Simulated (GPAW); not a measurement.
# PbSe (Clausthalite) (Fm-3m) in GPAW: settings compared

Aim: see how the results for PbSe (Clausthalite) move with the level of theory and the settings. Levels: M06-L, LDA, revPBE+D4. Tasks: equation of state, band structure.

Everything below comes from runs of GPAW 26.7.0. Logs are shortened: lines on timing, memory, paths and dates and some standing lists are left out, and cuts for length are marked. The log counts tension as positive stress, the text compression.

## Step 1: The crystal as given

Symmetry: Fm-3m, No. 225, cubic system. The conventional cell has a = 6.121 Å, b = 6.121 Å, c = 6.121 Å, α = 90.00°, β = 90.00°, γ = 90.00°. Pb (site symmetry m-3m) is surrounded by 6 Se at 3.06 Å. Se (site symmetry m-3m) is surrounded by 6 Pb at 3.06 Å.

## Step 2: Equation of state, M06-L

Contents of run.py:

```python
from ase.eos import EquationOfState
from ase.io import Trajectory, read
from ase.units import GPa
from gpaw import GPAW, PW

atoms = read('PbSe.cif')

traj = Trajectory('eos.traj', 'w')
volumes, energies = [], []
for x in [0.94, 0.96, 0.98, 1.0, 1.02, 1.04, 1.06]:
    a = atoms.copy()
    a.set_cell(atoms.cell * x**(1 / 3), scale_atoms=True)
    calc = GPAW(mode=PW(600),
                xc='M06-L',
                kpts={'size': (6, 6, 6), 'gamma': True},
                occupations={'name': 'fermi-dirac', 'width': 0.05},
                nbands=19,
                convergence={'density': 1e-05, 'energy': 1e-05},
                maxiter=150,
                txt=f'eos-{x:.2f}.txt')
    a.calc = calc
    energies.append(a.get_potential_energy(force_consistent=True))
    volumes.append(a.get_volume())
    p = -a.get_stress()[:3].mean() / GPa
    calc.write(f'eos-{x:.2f}.gpw')
    traj.write(a)
    print(f'{x:.2f} {volumes[-1]:10.4f} A^3 {energies[-1]:14.6f} eV {p:9.3f} GPa', flush=True)

v0, e0, B = EquationOfState(volumes, energies, eos='birchmurnaghan').fit()
print(f'V0 = {v0:.4f} A^3, E0 = {e0:.6f} eV, B0 = {B / GPa:.2f} GPa')
```

Contents of PbSe.cif:

```cif
data_PbSe
_cell_length_a 4.32841274
_cell_length_b 4.32841274
_cell_length_c 4.32841274
_cell_angle_alpha 60.00000000
_cell_angle_beta 60.00000000
_cell_angle_gamma 60.00000000
_space_group_name_H-M_alt 'P1'
_space_group_name_Hall 'P 1'
_space_group_IT_number 1
loop_
_space_group_symop_operation_xyz
'x,y,z'
loop_
_atom_site_label
_atom_site_type_symbol
_atom_site_symmetry_multiplicity
_atom_site_Wyckoff_symbol
_atom_site_fract_x
_atom_site_fract_y
_atom_site_fract_z
_atom_site_occupancy
Pb1 Pb 1 a 0.0000000000 0.0000000000 0.0000000000 1
Se1 Se 1 a 0.5000000000 0.5000000000 0.5000000000 1
```

Potentials or basis: GPAW PAW data sets (gpaw-data 1.2.1), pw.

Started as:

```console
$ OMP_NUM_THREADS=1 python run.py
```

What it wrote:

```text
__  _  _
 | _ |_)|_||  |
 |__||  | ||/\| - 26.7.0

Input parameters:
  mode=PW(ecut=600.0),
  convergence={'density': 1e-05, 'energy': 1e-05},
  kpts=MonkhorstPack(size=(6, 6, 6), gamma=True),
  maxiter=150,
  nbands=19,
  occupations=Occupations(name='fermi-dirac', width=0.05),
  xc=XC(name='M06-L')

Diagonalizing LCAO Hamiltonian
Converting LCAO to pw mode

                   Se

       Pb

Atoms  # Å, Bohr magnetons
|   | symbol |        x |        y |        z |    initial magnetic moments |
|---|--------|----------|----------|----------|-----------------------------|
| 0 |     Pb | 0.000000 | 0.000000 | 0.000000 | ( 0.0000,  0.0000,  0.0000) |
| 1 |     Se | 4.240053 | 2.447996 | 1.730994 | ( 0.0000,  0.0000,  0.0000) |

Unit cell  # Å
| periodic |        x |        y |        z |  lengths |    angles |
|----------|----------|----------|----------|----------|-----------|
|      yes | 4.240053 | 0.000000 | 0.000000 | 4.240053 | 60.000000 |
|      yes | 2.120026 | 3.671994 | 0.000000 | 4.240053 | 60.000000 |
|      yes | 2.120026 | 1.223998 | 3.461989 | 4.240053 | 60.000000 |

Number of symmetries: 48
Symmetry operations  # r_c * U_cc + t_c -> r_c
|    | kind |            matrix            |
|----|------|------------------------------|
|  0 |  σ   |  1, 0, 0,  1, 0,-1,  1,-1, 0 |
|  1 |  C2  |  1, 0, 0,  1,-1, 0,  1, 0,-1 |
|  2 |  E   |  1, 0, 0,  0, 1, 0,  0, 0, 1 |
|  3 |  σ   |  1, 0, 0,  0, 0, 1,  0, 1, 0 |
|  4 |  C4  |  1, 0,-1,  1, 0, 0,  1,-1, 0 |
|  5 |  S6  |  1, 0,-1,  1,-1, 0,  1, 0, 0 |
|  6 |  σ   |  1, 0,-1,  0, 1,-1,  0, 0,-1 |
|  7 |  C3  |  1, 0,-1,  0, 0,-1,  0, 1,-1 |
|  8 |  S6  |  1,-1, 0,  1, 0, 0,  1, 0,-1 |
|  9 |  C4  |  1,-1, 0,  1, 0,-1,  1, 0, 0 |
| 10 |  C3  |  1,-1, 0,  0,-1, 1,  0,-1, 0 |
| 11 |  σ   |  1,-1, 0,  0,-1, 0,  0,-1, 1 |
| 12 |  σ   |  0, 1, 0,  1, 0, 0,  0, 0, 1 |
| 13 |  C4  |  0, 1, 0,  0, 1,-1, -1, 1, 0 |
| 14 |  C3  |  0, 1, 0,  0, 0, 1,  1, 0, 0 |
| 15 |  S6  |  0, 1, 0, -1, 1, 0,  0, 1,-1 |
| 16 |  C2  |  0, 1,-1,  1, 0,-1,  0, 0,-1 |
| 17 |  σ   |  0, 1,-1,  0, 1, 0, -1, 1, 0 |
| 18 |  S4  |  0, 1,-1,  0, 0,-1,  1, 0,-1 |
| 19 |  C4  |  0, 1,-1, -1, 1, 0,  0, 1, 0 |
| 20 |  C3  |  0, 0, 1,  1, 0, 0,  0, 1, 0 |
| 21 |  σ   |  0, 0, 1,  0, 1, 0,  1, 0, 0 |
| 22 |  S6  |  0, 0, 1,  0,-1, 1, -1, 0, 1 |
| 23 |  C4  |  0, 0, 1, -1, 0, 1,  0,-1, 1 |
| 24 |  S4  |  0, 0,-1,  1, 0,-1,  0, 1,-1 |
| 25 |  C3  |  0, 0,-1,  0, 1,-1,  1, 0,-1 |
| 26 |  C2  |  0, 0,-1,  0,-1, 0, -1, 0, 0 |
| 27 |  S6  |  0, 0,-1, -1, 0, 0,  0,-1, 0 |
| 28 |  S4  |  0,-1, 1,  1,-1, 0,  0,-1, 0 |
| 29 |  C4  |  0,-1, 1,  0, 0, 1, -1, 0, 1 |
| 30 |  C2  |  0,-1, 1,  0,-1, 0,  1,-1, 0 |
| 31 |  σ   |  0,-1, 1, -1, 0, 1,  0, 0, 1 |
| 32 |  C3  |  0,-1, 0,  1,-1, 0,  0,-1, 1 |
| 33 |  S6  |  0,-1, 0,  0, 0,-1, -1, 0, 0 |
| 34 |  S4  |  0,-1, 0,  0,-1, 1,  1,-1, 0 |
| 35 |  C2  |  0,-1, 0, -1, 0, 0,  0, 0,-1 |
| 36 |  C2  | -1, 1, 0,  0, 1, 0,  0, 1,-1 |
| 37 |  S6  | -1, 1, 0,  0, 1,-1,  0, 1, 0 |
| 38 |  S4  | -1, 1, 0, -1, 0, 1, -1, 0, 0 |
| 39 |  C3  | -1, 1, 0, -1, 0, 0, -1, 0, 1 |
| 40 |  S6  | -1, 0, 1,  0, 0, 1,  0,-1, 1 |
| 41 |  C2  | -1, 0, 1,  0,-1, 1,  0, 0, 1 |
| 42 |  C3  | -1, 0, 1, -1, 1, 0, -1, 0, 0 |
| 43 |  S4  | -1, 0, 1, -1, 0, 0, -1, 1, 0 |
[... 68 lines left out ...]
    |   6s |  2.000 |     -11.969 |    1.259 |
    |   6p |  2.000 |      -3.506 |    1.275 |
    |   5d | 10.000 |     -21.211 |    1.217 |
    |    s |        |      15.243 |    1.259 |
    |    p |        |      23.705 |    1.275 |
    |    d |        |       6.001 |    1.217 |

    Using partial waves for Pb as LCAO basis

  Se:
    name:    Selenium
    Z:       34.0
    valence: 6
    core:    28
    charge:  0.0  # [|e|]
    compensation charges:
      type: gauss
      rc: 0.27  # [Å]
      lmax: 2
    cutoffs:
      filter: 1.77  # [Å]
      core: 2.67  # [Å]
    projectors
    | kind |    occ | energy [eV] | rcut [Å] |
    |------|--------|-------------|----------|
    |   4s |  2.000 |     -17.277 |    0.847 |
    |   4p |  4.000 |      -6.512 |    1.005 |
    |    s |        |       9.935 |    0.847 |
    |    p |        |      20.699 |    1.005 |
    |    d |        |       0.000 |    0.847 |

    Using partial waves for Se as LCAO basis

Reference energy: -633377.995495  # eV

eigensolver:
  PPCG
  Converge bands: occupied
  niter=2

density mixing:
  MSR1-Mixer
  Pratt-step length: 0.05
  Maximum mixing coefficient: 0.75
  Old densities: 10
  SVD Regularization: 0.005
  Good broyden scale: 1.0
  Trust region scale: 1.0
  Backstep threshold: 4.0
  History deletion threshold: 6.0
  Fourier metric: weight=20.0, sigma=0.015

occupation numbers:
  Fermi-Dirac:
    width: 0.0500  # eV

poisson solver:
  ecut: 4800.0  # eV

xc functional:
  name: M06-L with 2 nearest neighbor stencil

convergence criteria:
- Maximum integral of absolute [dens]ity change: 1e-05 electrons / valence electron
- Maximum [total energy] change in last 3 cyles: 1e-05 eV / valence electron
- Maximum integral of absolute [eigenst]ate change: 4e-08 eV^2 / valence electron
maximum number of iterations: 150

SCF iterations
|iter     | |      energy | eigst |  dens |
|---------|-|-------------|-------|-------|
|iter:   1| |   -9.886757 | +1.34 |       |
|iter:   2| |  -19.415009 | +0.35 | -1.18 |
|iter:   3| |  -19.657712 | -0.97 | -1.26 |
|iter:   4| |  -19.700357 | -2.40 | -1.56 |
|iter:   5| |  -19.654873 | -2.46 | -1.70 |
|iter:   6| |  -19.651783 | -2.81 | -2.13 |
|iter:   7| |  -19.668702 | -2.74 | -2.39 |
|iter:   8| |  -19.661075 | -3.49 | -2.76 |
|iter:   9| |  -19.659623 | -4.08 | -3.02 |
|iter:  10| |  -19.660624 | -4.26 | -3.29 |
|iter:  11| |  -19.659778 | -4.53 | -3.66 |
|iter:  12| |  -19.659739 | -5.02 | -3.99 |
|iter:  13| |  -19.659729c| -5.87 | -4.25 |
|iter:  14| |  -19.659726c| -6.72 | -4.65 |
|iter:  15| |  -19.659726c| -7.86c| -5.17c|

Converged in 15 steps
Energy contributions relative to reference atoms: (reference = -633377.995495)

Energy contributions:
  Kinetic:          60.739499
  Coulomb:         -58.806035
  Zero:              1.173479
  External:          0.000000
  Xc:              -22.765414
  Entropy:          -0.002511
  Spinorbit:         0.000000
  ----------------------------
  Free energy:     -19.660981
  Extrapolated:    -19.659726

dipole moment: (-35.580771, -20.542568, -14.525789)  # |e|*Ang

Fermi level: 7.322
Eigenvalues  # (at kpt = [0.000, 0.000, 0.000])
| band index |      eig [eV] | occ [0-2] |
|------------|---------------|-----------|
|          0 |       -10.557 |     2.000 |
|        ... |               |           |
|          2 |       -10.557 |     2.000 |
|          3 |       -10.554 |     2.000 |
|          4 |       -10.554 |     2.000 |
|          5 |        -7.373 |     2.000 |
|          6 |         1.153 |     2.000 |
|          7 |         4.965 |     2.000 |
[... 9 lines left out ...]
|         17 |        15.281 |     0.000 |
|         18 |        16.798 |     0.000 |

Gap: 0.035 eV
Transition (v -> c):
  (s=0, k=15, n=9, [0.50, 0.50, 0.50]) -> (s=0, k=15, n=10, [0.50, 0.50, 0.50])
No difference between direct/indirect transitions

Stress tensor  # eV/Ang^3
|         x |         y |         z |
|-----------|-----------|-----------|
| -0.058719 |  0.000000 |  0.000000 |
|  0.000000 | -0.058719 | -0.000000 |
|  0.000000 | -0.000000 | -0.058719 |

# Writing to eos-0.94.gpw (mode='')
```

Run time: 6 min. Hardware: 1 thread of Intel Xeon Platinum 8375C at 2.90GHz (Ice Lake), shared host; peak memory 0.94 GiB.

What came out:

```yaml
Equilibrium_volume: "31.52 Å³/atom (rough: see the caveat)"
Bulk_modulus: 48 GPa (rough)
```

Energy against volume, from the lowest point:
```csv
volume (Å³/atom),energy (meV/atom)
26.951,114.68
27.524,83.83
28.097,58.03
28.671,37.13
29.244,20.69
29.818,8.47
30.391,0.00
```

Caveat: the minimum lies outside the volumes run; the PAW data sets were made with another functional, which shifts forces and pressure a little. The run has no spin-orbit coupling, so splittings on Pb are missing.

## Step 3: Band structure, LDA

Contents of run.py:

```python
import spglib
from ase import Atoms
from ase.dft.bandgap import bandgap
from ase.io import read, write
from ase.units import GPa
from gpaw import GPAW, PW

atoms = read('PbSe.cif')
cell, positions, numbers = spglib.find_primitive(
    (atoms.cell[:], atoms.get_scaled_positions(), atoms.numbers), symprec=1e-4)
atoms = Atoms(numbers, cell=cell, scaled_positions=positions, pbc=True)

calc = GPAW(mode=PW(800),
            xc='LDA',
            kpts={'size': (6, 6, 6), 'gamma': True},
            occupations={'name': 'fermi-dirac', 'width': 0.05},
            setups='hgh',
            nbands=-9,
            convergence={'density': 1e-05, 'energy': 1e-05},
            maxiter=150,
            txt='gpaw.txt')
atoms.calc = calc
energy = atoms.get_potential_energy()
forces = atoms.get_forces()
stress = atoms.get_stress()
calc.write('gs.gpw')
write('result.traj', atoms)
print(f'Energy: {energy:.6f} eV')
print('Forces (eV/A):')
print(forces.round(4))
print('Stress (GPa):', (stress / GPa).round(3))
print('Fermi level:', round(calc.get_fermi_level(), 4), 'eV')
print(f'Gap: {bandgap(calc)[0]:.4f} eV, direct: {bandgap(calc, direct=True)[0]:.4f} eV')

path = atoms.cell.bandpath('GXWKGLUWLK,UX', npoints=60, eps=1e-4)
bs_calc = calc.fixed_density(kpts=path, symmetry='off', nbands=-20,
                             convergence={'bands': 'CBM+6.0', 'eigenstates': 1e-6}, txt='bands.txt')
bs = bs_calc.band_structure()
bs.write('bs.json')
print(f'Gap on the path: {bandgap(bs_calc)[0]:.4f} eV')
```

Contents of PbSe.cif:

```cif
data_PbSe
_cell_length_a 6.12130000
_cell_length_b 6.12130000
_cell_length_c 6.12130000
_cell_angle_alpha 90.00000000
_cell_angle_beta 90.00000000
_cell_angle_gamma 90.00000000
_space_group_name_H-M_alt 'Fm-3m'
_space_group_name_Hall '-F 4 2 3'
_space_group_IT_number 225
loop_
_space_group_symop_operation_xyz
'x,y,z'
'-x,-y,-z'
'-y,x,z'
'y,-x,-z'
'-x,-y,z'
'x,y,-z'
'y,-x,z'
'-y,x,-z'
'x,-y,-z'
'-x,y,z'
'-y,-x,-z'
'y,x,z'
'-x,y,-z'
'x,-y,z'
'y,x,-z'
'-y,-x,z'
'z,x,y'
'-z,-x,-y'
'z,-y,x'
'-z,y,-x'
'z,-x,-y'
'-z,x,y'
'z,y,-x'
'-z,-y,x'
'-z,x,-y'
'z,-x,y'
'-z,-y,-x'
'z,y,x'
'-z,-x,y'
'z,x,-y'
'-z,y,x'
'z,-y,-x'
'y,z,x'
'-y,-z,-x'
'x,z,-y'
'-x,-z,y'
'-y,z,-x'
'y,-z,x'
'-x,z,y'
'x,-z,-y'
'-y,-z,x'
'y,z,-x'
'-x,-z,-y'
'x,z,y'
'y,-z,-x'
'-y,z,x'
'x,-z,y'
'-x,z,-y'
'x,y+1/2,z+1/2'
'-x,-y+1/2,-z+1/2'
'-y,x+1/2,z+1/2'
[... 62 lines left out ...]
'-z+1/2,-x,-y+1/2'
'z+1/2,-y,x+1/2'
'-z+1/2,y,-x+1/2'
'z+1/2,-x,-y+1/2'
'-z+1/2,x,y+1/2'
'z+1/2,y,-x+1/2'
'-z+1/2,-y,x+1/2'
'-z+1/2,x,-y+1/2'
'z+1/2,-x,y+1/2'
'-z+1/2,-y,-x+1/2'
'z+1/2,y,x+1/2'
'-z+1/2,-x,y+1/2'
'z+1/2,x,-y+1/2'
'-z+1/2,y,x+1/2'
'z+1/2,-y,-x+1/2'
'y+1/2,z,x+1/2'
'-y+1/2,-z,-x+1/2'
'x+1/2,z,-y+1/2'
'-x+1/2,-z,y+1/2'
'-y+1/2,z,-x+1/2'
'y+1/2,-z,x+1/2'
'-x+1/2,z,y+1/2'
'x+1/2,-z,-y+1/2'
'-y+1/2,-z,x+1/2'
'y+1/2,z,-x+1/2'
'-x+1/2,-z,-y+1/2'
'x+1/2,z,y+1/2'
'y+1/2,-z,-x+1/2'
'-y+1/2,z,x+1/2'
'x+1/2,-z,y+1/2'
'-x+1/2,z,-y+1/2'
'x+1/2,y+1/2,z'
'-x+1/2,-y+1/2,-z'
'-y+1/2,x+1/2,z'
'y+1/2,-x+1/2,-z'
'-x+1/2,-y+1/2,z'
'x+1/2,y+1/2,-z'
'y+1/2,-x+1/2,z'
'-y+1/2,x+1/2,-z'
'x+1/2,-y+1/2,-z'
'-x+1/2,y+1/2,z'
'-y+1/2,-x+1/2,-z'
'y+1/2,x+1/2,z'
'-x+1/2,y+1/2,-z'
'x+1/2,-y+1/2,z'
'y+1/2,x+1/2,-z'
'-y+1/2,-x+1/2,z'
'z+1/2,x+1/2,y'
'-z+1/2,-x+1/2,-y'
'z+1/2,-y+1/2,x'
'-z+1/2,y+1/2,-x'
'z+1/2,-x+1/2,-y'
'-z+1/2,x+1/2,y'
'z+1/2,y+1/2,-x'
'-z+1/2,-y+1/2,x'
'-z+1/2,x+1/2,-y'
'z+1/2,-x+1/2,y'
'-z+1/2,-y+1/2,-x'
'z+1/2,y+1/2,x'
'-z+1/2,-x+1/2,y'
'z+1/2,x+1/2,-y'
'-z+1/2,y+1/2,x'
'z+1/2,-y+1/2,-x'
'y+1/2,z+1/2,x'
'-y+1/2,-z+1/2,-x'
'x+1/2,z+1/2,-y'
'-x+1/2,-z+1/2,y'
'-y+1/2,z+1/2,-x'
'y+1/2,-z+1/2,x'
'-x+1/2,z+1/2,y'
'x+1/2,-z+1/2,-y'
'-y+1/2,-z+1/2,x'
'y+1/2,z+1/2,-x'
'-x+1/2,-z+1/2,-y'
'x+1/2,z+1/2,y'
'y+1/2,-z+1/2,-x'
'-y+1/2,z+1/2,x'
'x+1/2,-z+1/2,y'
'-x+1/2,z+1/2,-y'
loop_
_atom_site_label
_atom_site_type_symbol
_atom_site_symmetry_multiplicity
_atom_site_Wyckoff_symbol
_atom_site_fract_x
_atom_site_fract_y
_atom_site_fract_z
_atom_site_occupancy
Pb1 Pb 4 a 0.0000000000 0.0000000000 0.0000000000 1
Se1 Se 4 b 0.5000000000 0.0000000000 0.0000000000 1
```

Potentials or basis: HGH pseudopotentials, pw.

Started as:

```console
$ OMP_NUM_THREADS=1 python run.py
```

Wall time 40 s (1 thread of Intel Xeon Platinum 8375C at 2.90GHz (Ice Lake), shared host); peak memory 0.3 GiB.

It converged, with:

```
Free energy             : -359.0857 eV
Pressure                : -3.3 GPa
Band gap on the k mesh  : 0.18 eV, direct
Band gap along the path : 0.18 eV, direct
```

Levels at the corners of the path, in eV from the valence-band top:
```
point  band 1  band 2  band 3  band 4  band 5  band 6  band 7  band 8  band 9
    Γ  -13.62   -6.42   -1.81   -1.81   -1.81    4.59    4.59    4.59    6.52
    X  -12.35   -7.49   -5.01   -3.21   -3.21    3.64    5.51    5.51    5.98
    W  -12.28   -8.11   -4.25   -4.25   -0.78    1.74    4.96    4.96    7.67
    K  -12.31   -8.13   -4.61   -2.73   -2.43    3.35    3.90    5.42    5.77
    Γ  -13.62   -6.42   -1.81   -1.81   -1.81    4.59    4.59    4.59    6.52
    L  -12.55   -8.89   -1.48   -1.48    0.00    0.18    1.59    1.59    8.48
    U  -12.31   -8.13   -4.61   -2.73   -2.43    3.35    3.90    5.42    5.77
    W  -12.28   -8.11   -4.25   -4.25   -0.78    1.74    4.96    4.96    7.67
    L  -12.55   -8.89   -1.48   -1.48    0.00    0.18    1.59    1.59    8.48
    K  -12.31   -8.13   -4.61   -2.73   -2.43    3.35    3.90    5.42    5.77
    U  -12.31   -8.13   -4.61   -2.73   -2.43    3.35    3.90    5.42    5.77
    X  -12.35   -7.49   -5.01   -3.21   -3.21    3.64    5.51    5.51    5.98
```

Caveat: spin-orbit coupling is left out, which as a rule narrows the gap of such compounds by several tenths of an eV; HGH potentials are hard and often keep d shells in the core, so these values are rough.

## Step 4: Equation of state, revPBE+D4

Contents of run.py:

```python
from ase.calculators.mixing import SumCalculator
from ase.eos import EquationOfState
from ase.io import Trajectory, read
from ase.units import GPa
from dftd4.ase import DFTD4
from gpaw import GPAW, PW

atoms = read('POSCAR')

traj = Trajectory('eos.traj', 'w')
volumes, energies = [], []
for x in [0.94, 0.96, 0.98, 1.0, 1.02, 1.04, 1.06]:
    a = atoms.copy()
    a.set_cell(atoms.cell * x**(1 / 3), scale_atoms=True)
    calc = GPAW(mode=PW(600),
                xc='revPBE',
                kpts={'size': (6, 6, 6), 'gamma': True},
                occupations={'name': 'fermi-dirac', 'width': 0.05},
                nbands=19,
                convergence={'density': 1e-05, 'energy': 1e-05},
                maxiter=150,
                txt=f'eos-{x:.2f}.txt')
    a.calc = SumCalculator([calc, DFTD4(method='revpbe')])
    energies.append(a.get_potential_energy())
    volumes.append(a.get_volume())
    p = -a.get_stress()[:3].mean() / GPa
    calc.write(f'eos-{x:.2f}.gpw')
    traj.write(a)
    print(f'{x:.2f} {volumes[-1]:10.4f} A^3 {energies[-1]:14.6f} eV {p:9.3f} GPa', flush=True)

v0, e0, B = EquationOfState(volumes, energies, eos='birchmurnaghan').fit()
print(f'V0 = {v0:.4f} A^3, E0 = {e0:.6f} eV, B0 = {B / GPa:.2f} GPa')
```

Contents of POSCAR:

```
PbSe
1.0
    0.0000000000      3.0606500000      3.0606500000
    3.0606500000      0.0000000000      3.0606500000
    3.0606500000      3.0606500000      0.0000000000
Pb Se
1 1
Direct
    0.0000000000      0.0000000000      0.0000000000
    0.5000000000      0.5000000000      0.5000000000
```

Potentials or basis: the program's PAW data sets (release 1.2.1) made for this functional, pw.

Started as:

```console
$ OMP_NUM_THREADS=1 python run.py
```

It took 59 s on 1 thread of Intel Xeon Platinum 8375C at 2.90GHz (Ice Lake), shared host; peak memory 0.26 GiB.

The run converged. Its results:

```yaml
Equilibrium_volume: "28.67 Å³/atom (rough: see the caveat)"
Bulk_modulus: 40 GPa (rough)
```

Energy against volume, from the lowest point:
```csv
volume (Å³/atom),energy (meV/atom)
26.951,18.11
27.524,7.90
28.097,1.98
28.671,0.00
29.244,1.47
29.818,5.54
30.391,9.32
```

Caveat: the fit is doubtful: noisy points or a state that changes with volume. The run has no spin-orbit coupling, so splittings on Pb are missing.
